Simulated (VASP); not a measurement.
# Al (P-1) in VASP: notebook, part 2 of 2

VASP 6.6.1. Earlier steps stand in the parts before.

## 3. Relaxation of the atoms, r2SCAN

Contents of INCAR:

```
SYSTEM = Al
ALGO = Normal
EDIFF = 1E-6
EDIFFG = -0.02
ENCUT = 520
IBRION = 2
ISIF = 2
ISMEAR = 1
LASPH = .True.
LCHARG = .False.
LMIXTAU = .True.
LREAL = .False.
LWAVE = .False.
METAGGA = R2SCAN
NELM = 80
NSW = 60
PREC = Accurate
SIGMA = 0.1
```

Contents of KPOINTS:

```
k-points
0
Gamma
  11 11 11
  0 0 0
```

Contents of POSCAR:

```
Al
1.0
   -0.0105440000      1.9997040000      2.0104940000
    2.0321180000      0.0116570000      1.9890870000
    2.0705360000      2.0156870000     -0.0255730000
Al
1
Direct
    0.0070310000     -0.0222430000     -0.0103510000
```

Potentials or basis: VASP PAW PBE potentials, release 64 (Al).

On the command line:

```sh
$ cat potpaw_PBE.64/Al/POTCAR > POTCAR
$ mpirun -np 1 vasp_std > vasp.out
```

Run time: 95 s. Hardware: 1 thread of Intel Xeon 6975P-C (Granite Rapids), shared host; peak memory 0.17 GiB.

The run converged. Its results:

```
Free energy             : -6.7335 eV
Pressure after relaxing : -3.4 GPa
Band gap on the k mesh  : none (metal or under the smearing width)
```

Stress tensor (GPa, compression positive):
```
-5.97 -0.70  0.93
-0.70 -2.62  0.06
 0.93  0.06 -1.67
```

Final structure:
```cif
data_structure
_symmetry_space_group_name_H-M 'P 1'
_symmetry_Int_Tables_number 1
_cell_length_a 2.8357
_cell_length_b 2.8436
_cell_length_c 2.8898
_cell_angle_alpha 59.423
_cell_angle_beta 61.121
_cell_angle_gamma 60.253
_cell_volume 16.57
loop_
_atom_site_label
_atom_site_type_symbol
_atom_site_fract_x
_atom_site_fract_y
_atom_site_fract_z
_atom_site_occupancy
Al1 Al 0.00703 0.97776 0.98965 1
```

Levels at points of the mesh, in eV from the Fermi level:
| k point | band 1 | band 2 | band 3 | band 4 |
| --- | --- | --- | --- | --- |
| (0.00, 0.00, 0.00) | -11.85 | 12.74 | 13.40 | 13.67 |

Caveat: the relaxation stopped at its first step, so nothing moved; the PAW data sets were made with another functional, which shifts forces and pressure a little.

## 4. Single point, r2SCAN (cell sheared at random, sigma 0.03, atoms nudged by 0.01 Å)

Contents of INCAR:

```
SYSTEM = Al
PREC = Accurate ; ENCUT = 520
EDIFF = 1E-7 ; ISMEAR = -1
SIGMA = 0.05 ; LREAL = .FALSE.
LASPH = .TRUE. ; NELM = 100
ALGO = Normal ; ISIF = 2
LWAVE = .FALSE. ; LCHARG = .FALSE.
METAGGA = R2SCAN ; LMIXTAU = .TRUE.
```

Contents of KPOINTS:

```
regular mesh
0
G
  11 11 11
  0 0 0
```

Contents of POSCAR:

```
Al
1.0
   -0.0204552100      1.9706540500      2.0438328400
    2.0026569100      0.0099662700      2.0134113600
    2.0592944800      1.9968701300     -0.0466712900
Al
1
Direct
    0.0000000000      0.0000000000      0.0000000000
```

Potentials or basis: VASP PAW PBE potentials, release 64 (Al).

On the command line:

```sh
$ cat potpaw_PBE.64/Al/POTCAR > POTCAR
$ mpirun -np 1 vasp_std > vasp.out
```

OUTCAR:

```text
SYSTEM = Al
   PREC = Accurate
   ENCUT = 520
   EDIFF = 1E-7
   ISMEAR = -1
   LREAL = .FALSE.
   LASPH = .TRUE.
   NELM = 100
   ISIF = 2
   METAGGA = R2SCAN

 ion  position               nearest neighbor table
   1  0.000  0.000  0.000-

  LATTYP: Found a triclinic cell.
 ALAT       =     4.8932994550
 B/A-ratio  =     0.9921520640
 C/A-ratio  =     1.5454074236
 COS(alpha) =     0.0035236391
 COS(beta)  =     0.5577824530
 COS(gamma) =     0.8268074114

  Lattice vectors:

 A1 = (  -4.0257690300,   1.9507215100,  -1.9829898800)
 A2 = (  -1.9664745500,   3.9475916400,  -2.0296611700)
 A3 = (  -6.1212458700,  -4.0037065300,  -1.9200687800)

Analysis of symmetry for initial positions (statically):
=====================================================================
 Subroutine PRICEL returns:
 Original cell was already a primitive cell.

 Routine SETGRP: Setting up the symmetry group for a
 triclinic supercell.

[... 160 lines left out ...]
  ---------------------------------------------------
  free energy    TOTEN  =        -6.73329068 eV

  energy without entropy =       -6.73055987  energy(sigma->0) =       -6.73192527

 E-fermi :   8.0582     XC(G=0): -10.8914

 val. band max:        8.0381163086   @ k =   0.2727  -0.4545   0.3636
 cond. band min:       8.0591412734   @ k =   0.4545  -0.3636   0.1818
 fundamental gap:      0.0210249648
 Fermi energy:         8.0581774649

 k-point     1 :       0.0000    0.0000    0.0000
  band No.  band energies     occupation
      1      -3.8375      2.00000
      2      20.4662      0.00000
      3      21.5364      0.00000
      4      21.8473      0.00000
      5      22.2333      0.00000
[... 177 lines left out ...]
 k-point    24 :      -0.4545    0.1818   -0.0000
  band No.  band energies     occupation
      1       3.3761      2.00000
      2       4.6079      2.00000
      3      13.5371      0.00000
      4      16.7725      0.00000
      5      18.7631      0.00000

 [... further k-points ...]

------------------------ aborting loop because EDIFF is reached ----------------------------------------

  FORCE on cell =-STRESS in cart. coord.  units (eV):
  Direction    XX          YY          ZZ          XY          YZ          ZX
  --------------------------------------------------------------------------------------
  -------------------------------------------------------------------------------------
  Total       -0.3497157     -0.2566681     -0.4239779     -0.1441847      0.0782844      0.1636591
  in kB      -33.8173447    -24.8196903    -40.9984706    -13.9425963      7.5700684     15.8257604
  external PRESSURE =     -33.2118352 kB  Pullay stress =       0.0000000 kB

 VOLUME and BASIS-vectors are now :
 -----------------------------------------------------------------------------
  energy-cutoff  :      520.00
  volume of cell :       16.57
      direct lattice vectors                 reciprocal lattice vectors
    -0.020455210  1.970654050  2.043832840    -0.242686930  0.255885821  0.240124020
     2.002656910  0.009966270  2.013411360     0.251876327 -0.253968071  0.247395668
     2.059294480  1.996870130 -0.046671290     0.238243693  0.249524832 -0.238206270

 POSITION                                       TOTAL-FORCE (eV/Angst)
 -----------------------------------------------------------------------------------
      0.00000      0.00000      0.00000        -0.000000      0.000000     -0.000000
 -----------------------------------------------------------------------------------
    total drift:                                0.000000      0.000000      0.000000

  FREE ENERGIE OF THE ION-ELECTRON SYSTEM (eV)
  ---------------------------------------------------
  free  energy   TOTEN  =        -6.7332906786 eV

  energy  without entropy=       -6.7305598651  energy(sigma->0) =       -6.73192527
```

OSZICAR:

```text
N       E                     dE             d eps       ncg     rms          rms(c)
DAV:   1    -0.469502375180E+01   -0.46950E+01   -0.89632E+02  6930   0.339E+02
DAV:   2    -0.690175742426E+01   -0.22067E+01   -0.20675E+01  8610   0.321E+01
DAV:   3    -0.692200863264E+01   -0.20251E-01   -0.19848E-01  8600   0.360E+00
[... 13 lines left out ...]
DAV:  17    -0.673328776596E+01   -0.33308E-05   -0.13667E-05  7880   0.347E-02    0.741E-02
DAV:  18    -0.673329095806E+01   -0.31921E-05   -0.22065E-06  6925   0.183E-02    0.307E-02
DAV:  19    -0.673329151168E+01   -0.55362E-06   -0.72395E-07  7185   0.109E-02    0.414E-03
DAV:  20    -0.673329100840E+01    0.50328E-06   -0.10548E-07  7175   0.416E-03    0.711E-04
DAV:  21    -0.673329064554E+01    0.36286E-06   -0.73983E-08  5380   0.352E-03    0.209E-04
DAV:  22    -0.673329067862E+01   -0.33078E-07   -0.27430E-08  3360   0.217E-03
   1 F= -.67332907E+01 E0= -.67319253E+01  d E =-.273081E-02
```

It took 3.1 min on 1 thread of Intel Xeon 6975P-C (Granite Rapids), shared host; peak memory 0.18 GiB.

What came out:

```yaml
Free_energy: -6.7333 eV
Pressure: -3.3 GPa
Band_gap_on_the_k_mesh: none (metal or under the smearing width)
```

Stress tensor (GPa, compression positive):
```
-3.38 -1.39  1.58
-1.39 -2.48  0.76
 1.58  0.76 -4.10
```

Caveat: the PAW data sets were made with another functional, which shifts forces and pressure a little.

## 5. The runs side by side

| task | level | cell | cutoff (eV) | smearing | gap on the mesh (eV) | pressure (GPa) |
| --- | --- | --- | --- | --- | --- | --- |
| relaxation of cell and atoms | r2SCAN+D3(BJ) | relaxed from: cell sheared at random, sigma 0.03, atoms nudged by 0.01 Å | 600 | methfessel-paxton 0.1 eV | none | 0.0 |
| relaxation of the atoms | r2SCAN | atoms relaxed from: cell sheared at random, sigma 0.03, atoms nudged by 0.01 Å; cell strained at random at fixed volume | 520 | methfessel-paxton 0.1 eV | none | -3.4 |
| single point | r2SCAN | cell sheared at random, sigma 0.03, atoms nudged by 0.01 Å | 520 | fermi-dirac 0.05 eV | none | -3.3 |

Alike in all rows: potentials or basis VASP PAW PBE potentials, release 64 (Al); no spin polarisation; k mesh 11 × 11 × 11.

Caveats: the PAW data sets were made with another functional, which shifts forces and pressure a little; pairwise dispersion overbinds metals, which lowers pressure and volume (some runs); the relaxation stopped at its first step, so nothing moved (some runs).

Absolute energies hang on the potentials; compare differences alone.
